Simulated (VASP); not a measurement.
Consider the following.

```
CsBr
1.0
    4.38646     0.00000     0.00000
    0.00000     4.38646     0.00000
    0.00000     0.00000     4.38646
Cs Br
1 1
Direct
  0.00000   0.00000   0.00000
  0.50000   0.50000   0.50000
```

Method: PBE GGA, VASP's PBE PAW potentials (set 64) (plane waves; VASP). Numerical set-up: 400 eV cut-off, 6×6×6 Γ-centred mesh, Gaussian smearing of 0.010 eV, potentials Cs_sv Br.

Give the electronic dielectric tensor ε∞ (DFPT, local fields included).

```
2.93  0.00  0.00
0.00  2.93  0.00
0.00  0.00  2.93
```

Give the Born effective charges.

```csv
atom,Z*xx,Z*yy,Z*zz,mean
Cs1,1.32,1.32,1.32,1.32
Br2,-1.32,-1.32,-1.32,-1.32
```

And the static tensor with the ions free?

```
9.21  0.00  0.00
0.00  9.21  0.00
0.00  0.00  9.21
```

Which frequencies do the optical Γ-point modes have (no LO-TO splitting)?

57 (×3) cm⁻¹.

The compound is CsBr in the CsCl type structure. It was relaxed first, which changed the volume by +7 %.
